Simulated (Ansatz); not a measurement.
# Sensitivity of the G0W0 gap of BiOCl (P4/nmm)

Aim: change settings of a G0W0 run on BiOCl (P4/nmm) and see what moves.

Main program and level: Ansatz 0.2.0; G0W0 on LDA, plane waves, PAW.

**1. The starting structure**

Symmetry: P4/nmm, No. 129, tetragonal system. Conventional cell: a = 3.886 Å, b = 3.886 Å, c = 7.349 Å, α = 90.00°, β = 90.00°, γ = 90.00°. Nearest to Bi lie 4 O at 2.31 Å and 4 Cl at 3.06 Å. Cl has 4 Bi at 3.06 Å nearest. Nearest to O lie 4 Bi at 2.31 Å. Farther neighbours and most contacts between anions are not listed.

The cell and positions come from the Crystallography Open Database and are kept as given unless a step says otherwise. Spin-orbit coupling is left out unless a step names it. The default PAW set here is soft_2. Its files were made with PBE.

**2. The base run: 4×4×2 mesh, 408 empty bands, screening to 138 eV**

G0W0 replaces the xc potential by the self-energy, built once from these orbitals. Only a window of levels is corrected, while the sums run over the empty bands that the input names.

input.yaml

```yaml
crystal:
  lattice:
    - [3.88551, 0.0, 0.0]
    - [0.0, 3.88551, 0.0]
    - [0.0, 0.0, 7.3489]
  atoms:
    - { symbol: Bi, position: [0.5, 0.0, 0.32904] }
    - { symbol: Bi, position: [0.0, 0.5, 0.67096] }
    - { symbol: Cl, position: [0.0, 0.5, 0.1472] }
    - { symbol: Cl, position: [0.5, 0.0, 0.8528] }
    - { symbol: O, position: [0.0, 0.0, 0.5] }
    - { symbol: O, position: [0.5, 0.5, 0.5] }
kpoints:
  mp_grid: { grid: [4, 4, 2] }
hamiltonian:
  xc: lda
scf:
  occupations: { method: fixed }
gw:
  n_empty_bands: 408
  ecut_chi: 138
  qp_bands: [v2, c2]
  qp_kpoints: band_edges
  screening: { model: contour_deformation }
```

Started as:

```bash
> ansatz run input.yaml --threads 3 --pin off --max-ram 64512MiB --backend cuda --events-out ev --progress --plain --runs-dir out --devices 1 --max-vram 24GiB  # rebuilt from the run's record
```

Numbers of over 12 decimals in the logs are rounded to 6 here.

The program printed:

```text
GPUs: using 1 of 1 available (devices: 1).
Engine: ansatz 0.2.0, x86_64-unknown-linux-gnu
Pseudopotentials: kind: paw
Pseudopotential: Bi, paw, valence charge 15, recommended cutoff 420 eV (normal), Bi.paw.azcp
Pseudopotential: Cl, paw, valence charge 7, recommended cutoff 420 eV (normal), Cl.paw.azcp
Pseudopotential: O, paw, valence charge 6, recommended cutoff 420 eV (normal), O.paw.azcp
Functional definition: SPW92
  exchange = slater_x
  correlation = pw_c
device memory: the entry about to start is reckoned to put 1.4 GiB on a device that reports 70.5 GiB free (of which the cap on the GPU budget leaves the run 24.0 GiB)
GPU FFT provider: cuFFT
GPU libraries: cuBLAS 13.8.2, cuFFT 12.4.0, cuSOLVER 12.3.4
Crystal: 6 atoms, lattice volume = 110.948 Å³
Basis set: ecut = 420 eV, 2177 PW (Γ)
Bands: 34, of which v1, the nominal top of the filled ones, is band 28 counted from 1 (27 counted from 0)
Symmetry: 16 space group operations
Space group: P4/nmm (ITA 129), of the structure as read, at distance tolerance 4.8e-5 Å
k-points: 12 of 32
Non-local potential: Bi, projectors of the file, l = 0: 2, l = 1: 2, l = 2: 2, l = 3: 2
Non-local potential: Cl, projectors of the file, l = 0: 2, l = 1: 2, l = 2: 2
Non-local potential: O, projectors of the file, l = 0: 2, l = 1: 2, l = 2: 1
PAW form: soft (Blöchl's): semilocal exchange-correlation on the pseudo side does not see the compensation charge
PAW frozen core: Bi, regenerated for the run's functional, and the local potential with it (the file was generated under x = pbe(κ = 0.804, μ = 0.219515), c = pbe(β = 0.066725))
PAW frozen core: Cl, regenerated for the run's functional, and the local potential with it (the file was generated under x = pbe(κ = 0.804, μ = 0.219515), c = pbe(β = 0.066725))
PAW frozen core: O, regenerated for the run's functional, and the local potential with it (the file was generated under x = pbe(κ = 0.804, μ = 0.219515), c = pbe(β = 0.066725))
PAW one-centre angular grid: Bi, 590 points (default); XC on 64 Gauss nodes
PAW one-centre angular grid: Cl, 110 points (default); XC on 64 Gauss nodes
PAW one-centre angular grid: O, 110 points (default); XC on 64 Gauss nodes
Initial density: superposition of atomic densities (neutral atoms: chi_scale 0, normalization atom), corrected by the library's trained network
Initial wavefunctions: pseudopotential atomic-orbital guess
GPU buffer pool allocated for 36450 grid points (all kernels)
GPU transforms: local potential and band sums: pruned to the plane-wave sphere, on 25×25×50
Functional: x = slater, c = lda
SCF iter   1: F=—  HF=-27373.204448 eV  |F-HF|=—  |Δ(HF+E_count)|=         —  Δρ=1.24e-2  dr2=1.69e-1  ethr=1.77e-3  ⟨swp⟩=5.0  Hψ=1546  notcnv=0  defer=46
[...]
NSCF: frozen V_eff on 12 k-points
[...]
device memory: the entry about to start is reckoned to put 4.7 GiB on a device that reports 70.5 GiB free (of which the cap on the GPU budget leaves the run 24.0 GiB)
NSCF: frozen V_eff on 12 k-points
G₀W₀ screening: q 1/12
[... further progress lines ...]
SCF converged after 7 iterations
Free energy (F): -27373.159735 eV
Harris-Foulkes:  -27373.159735 eV  (|F-HF|=4.50e-9)
Internal energy: -27373.159735 eV  (E = F + TS)
E sigma→0 (E₀):  -27373.159735 eV
Fermi energy:    7.520125 eV
--- Per-component energies (eV) ---
  E_band       = -210.405073
  E_kinetic    = 1273.331199
  E_local      = -4735.484706  (includes V_loc(G=0)·N_el)
  E_nonlocal   = 1296.615411
  E_hartree    = 1662.565846
  E_xc         = -660.007034
  E_vxc        = -721.134509  (∫ρ·V_xc dr)
  E_paw        = -22249.856456  (= ΣΔE_a)
  E_vpaw       = -648.873067  (= ΣTr[D̂ρ^β])
  E_aug_tail   = 0.004217  (compensation charges beyond the density's cutoff)
  E_ewald      = -3960.893269
  E_core_change = 0.565057  (= ΣΔE_core)
  E_smearing   = -0.000000  (= −TS)
  E_closure    = -0.000000  (closes the sum)
  Σ components = -27373.159735   (vs F -27373.159735, Δ=0.00e0)
--- Band table (eV; the first three rows and the last of 12) ---
  k-point 0: bands = [... 24 lower, 6.5547, 6.5547, 6.6140, 6.8038, 10.5917, 11.2706, 12.8213, 12.8213, ... 2 higher]
  k-point 1: bands = [... 24 lower, 6.8425, 6.8425, 7.1952, 7.2400, 10.0904, 10.4306, 12.8319, 12.8319, ... 2 higher]
  k-point 2: bands = [... 24 lower, 6.5821, 7.0880, 7.1954, 7.3186, 11.8077, 12.1687, 12.3415, 12.5179, ... 2 higher]
  k-point 11: bands = [... 24 lower, 6.2078, 6.2078, 6.9270, 6.9270, 12.0294, 12.0294, 13.5504, 13.5504, ... 2 higher]
--- G₀W₀: contour deformation, 6 samples at zero and on the imaginary axis and 1 off it, 32 q-points, 408 empty bands' worth ---
  eigenvalues of the whole cell's RPA ε∞ on this k-mesh (on a slab, of 1 + 4πα/V) = 5.2987, 6.6363, 6.6363; static W/v taken at q = 0 is 0.162421
  gw.qp_kpoints: band_edges: 12 of 12 stored k-points solved, in 2 passes; an edge of the gap read off the rows below is read off those points alone
    ik  band        ε_KS         Σx   Σc(E_QP)       V_xc       Z   E_QP_lin       E_QP  E_QP is
     0    27      6.6140   -21.2356     3.3407   -17.3162  0.7418     6.0294     6.0354  root
     0    28      6.8038   -21.6441     2.8046   -18.3828  0.7519     6.3439     6.3471  root
     0    29     10.5917   -10.9627    -3.8204   -15.4571  0.8068    11.2703    11.2658  root
     0    30     11.2706   -10.9516    -3.7987   -15.4379  0.7996    11.9631    11.9582  root
     1    27      7.1952   -23.7000     3.4958   -19.8728  0.7417     6.8621     6.8637  root
     1    28      7.2400   -21.1029     2.7839   -17.5574  0.7513     6.4686     6.4785  root
     1    29     10.0904    -9.9321    -3.6614   -14.2155  0.8118    10.7159    10.7124  root
     1    30     10.4306    -9.5404    -3.9742   -14.2123  0.8146    11.1331    11.1284  root
[...]
11    27      6.9270   -26.1275     4.5411   -21.4107  0.7256     6.7508     6.7513  root
    11    28      6.9270   -26.1275     4.5411   -21.4107  0.7256     6.7508     6.7513  root
    11    29     12.0294   -12.2410    -3.8502   -16.8096  0.7914    12.7535    12.7478  root
    11    30     12.0294   -12.2410    -3.8502   -16.8096  0.7914    12.7535    12.7478  root
```

Elapsed: 12 s, on 1 × NVIDIA H100 80GB HBM3 (shared by 3 runs) with 3 threads of AMD EPYC 7R13 (Zen 3), shared host; peak memory 1.6 GiB.

The column dr2 measures how far the density is from self-consistency, as an energy; F and HF (Harris–Foulkes) agree once it is small.

This step gave:

```yaml
bands_summed: 436
rpa_eps_infinity_on_this_mesh_eigenvalues: 5.299, 6.636, 6.636
plane_waves_in_the_screening_matrix: 403
q_points_in_the_mesh: 32
g0w0_gap_on_the_mesh: 3.656 eV
k_of_the_valence_top: 0, 0.25, -0.5
k_of_the_conduction_bottom: 0, 0, -0.5
starting_gap_on_the_mesh: 2.570 eV
z_at_the_valence_top: 0.7523
z_at_the_conduction_bottom: 0.8118
least_direct_g0w0_gap_on_the_computed_points: 3.849 eV
```

The gap on the mesh goes from 2.57 eV to 3.66 eV, a correction of +1.09 eV, though a band edge has moved to another state.

**3. Variant: coarser q mesh**

Changes to input.yaml since step 2:

```diff
@@ -19,4 +19,4 @@
 gw:
-  n_empty_bands: 408
-  ecut_chi: 138
+  n_empty_bands: 251
+  ecut_chi: 100
   qp_bands: [v2, c2]
@@ -24 +24,2 @@
   screening: { model: contour_deformation }
+  q_mesh: [2, 2, 1]
```

The program printed:

```text
GPUs: using 1 of 1 available (devices: 1).
[...]
GPU FFT provider: cuFFT
GPU libraries: cuBLAS 13.8.2, cuFFT 12.4.0, cuSOLVER 12.3.4
Crystal: 6 atoms, lattice volume = 110.948 Å³
Basis set: ecut = 420 eV, 2177 PW (Γ)
Bands: 34, of which v1, the nominal top of the filled ones, is band 28 counted from 1 (27 counted from 0)
[... 1 set-up line as in the run before ...]
[...]
k-points: 12 of 32
[...]
GPU buffer pool allocated for 36450 grid points (all kernels)
[...]
SCF iter   1: F=—  HF=-27373.204448 eV  |F-HF|=—  |Δ(HF+E_count)|=         —  Δρ=1.24e-2  dr2=1.69e-1  ethr=1.77e-3  ⟨swp⟩=5.0  Hψ=1546  notcnv=0  defer=46
[...]
SCF iter   7: F=-27373.159735 eV  HF=-27373.159735 eV  |F-HF|=4.50e-9  |Δ(HF+E_count)|=   2.37e-7  Δρ=4.28e-6  dr2=2.75e-8  ethr=1.79e-10  ⟨swp⟩=9.2  Hψ=1770  notcnv=0
SCF 1 converged in 7 iterations: F = -27373.159735 eV  dr2 = 2.75e-8
[...]
NSCF: frozen V_eff on 12 k-points
[...]
G₀W₀ screening: q 1/3
[... further progress lines ...]
SCF converged after 7 iterations
Free energy (F): -27373.159735 eV
[...]
Internal energy: -27373.159735 eV  (E = F + TS)
E sigma→0 (E₀):  -27373.159735 eV
Fermi energy:    7.520125 eV
[...]
--- Band table (eV; the first three rows and the last of 12) ---
  k-point 0: bands = [... 24 lower, 6.5547, 6.5547, 6.6140, 6.8038, 10.5917, 11.2706, 12.8213, 12.8213, ... 2 higher]
  k-point 1: bands = [... 24 lower, 6.8425, 6.8425, 7.1952, 7.2400, 10.0904, 10.4306, 12.8319, 12.8319, ... 2 higher]
  k-point 2: bands = [... 24 lower, 6.5821, 7.0880, 7.1954, 7.3186, 11.8077, 12.1687, 12.3415, 12.5179, ... 2 higher]
  k-point 11: bands = [... 24 lower, 6.2078, 6.2078, 6.9270, 6.9270, 12.0294, 12.0294, 13.5504, 13.5504, ... 2 higher]
[...]
bands read: the sum over 279 bands ends inside a degenerate multiplet in 6 slots, whose members it reads at an even weight; the widest, k=4: bands 279 to 280 (counted from 1) at 1/2 each
[...]
0    27      6.6140   -21.3658     3.6207   -17.3162  0.7416     6.1818     6.1851  root
     0    28      6.8038   -21.8767     3.2199   -18.3828  0.7494     6.5286     6.5298  root
     0    29     10.5917   -10.5382    -4.1253   -15.4571  0.7962    11.3932    11.3854  root
     0    30     11.2706   -10.6073    -4.0072   -15.4379  0.7906    12.1025    12.0939  root
     1    27      7.1952   -24.0165     3.9762   -19.8728  0.7375     7.0272     7.0277  root
     1    28      7.2400   -21.5577     3.3740   -17.5574  0.7465     6.6067     6.6138  root
     1    29     10.0904    -9.4159    -4.0733   -14.2155  0.7987    10.8233    10.8167  root
     1    30     10.4306    -9.0988    -4.2871   -14.2123  0.8008    11.2659    11.2570  root
[...]
11    27      6.9270   -26.3222     4.8855   -21.4107  0.7231     6.9011     6.9011  root
    11    28      6.9270   -26.3222     4.8855   -21.4107  0.7231     6.9011     6.9011  root
    11    29     12.0294   -12.0011    -3.9674   -16.8096  0.7863    12.8795    12.8705  root
    11    30     12.0294   -12.0011    -3.9674   -16.8096  0.7863    12.8795    12.8705  root
```

Run time: 11 s. Hardware: 1 × NVIDIA H100 80GB HBM3 (shared by 3 runs) with 3 threads; peak memory 1.2 GiB.

Against the base:

```tsv
setting	base	variant
empty bands	408	251
screening cutoff (eV)	138	100
q mesh	-	[2, 2, 1]
```

```tsv
quantity	variant	base
starting gap on the mesh	2.570	2.570
G0W0 gap on the mesh	3.564	3.656
least direct G0W0 gap on the computed points	3.789	3.849
Z at the valence top	0.748	0.752
Z at the conduction bottom	0.799	0.812
```

**4. Results**

```yaml
base: 3.66 eV, 12 s
coarser_q_mesh: 3.56 eV, 11 s
```

Coarser q mesh: the gap moves by −0.09 eV; such settings are too crude to quote. The variant differs from the base in empty bands, screening cutoff and q mesh together, so the change can't be laid to one of them. All runs here use a coarse mesh and modest cutoffs; they test settings and are not final values. The 4×4×2 mesh is coarse for this cell (its supercell is 15 Å along the shortest edge). The RPA ε∞ on it, from the LDA start, is 5.30 and 6.64; such meshes misread the long-range screening, most where the gap is narrow. Where an edge is built on 6p states of lead, bismuth or thallium, scalar-relativistic gaps usually stand too wide, by a few tenths to over one eV. The many-body steps are scalar-relativistic: spin-orbit coupling is not in them.

[Paths, hosts, dates, memory and timing lines, banners, echoed tables and standing remarks are left out of the program output.]

[Logs are printed without paths, hosts, clocks, repeated set-up lines and the standing remarks that a program may print on its own settings, such as how far it seeks lower states.]

[Runs of the session that timed out or met a known fault of the program may be left out.]

[Cells called generated may have been cut or substituted from an entry of the Crystallography Open Database or the Materials Project.]

[Hosts, paths, dates, database ids (printed as entryN), source tags and the programs' standing remarks are cut or masked in the printed files.]
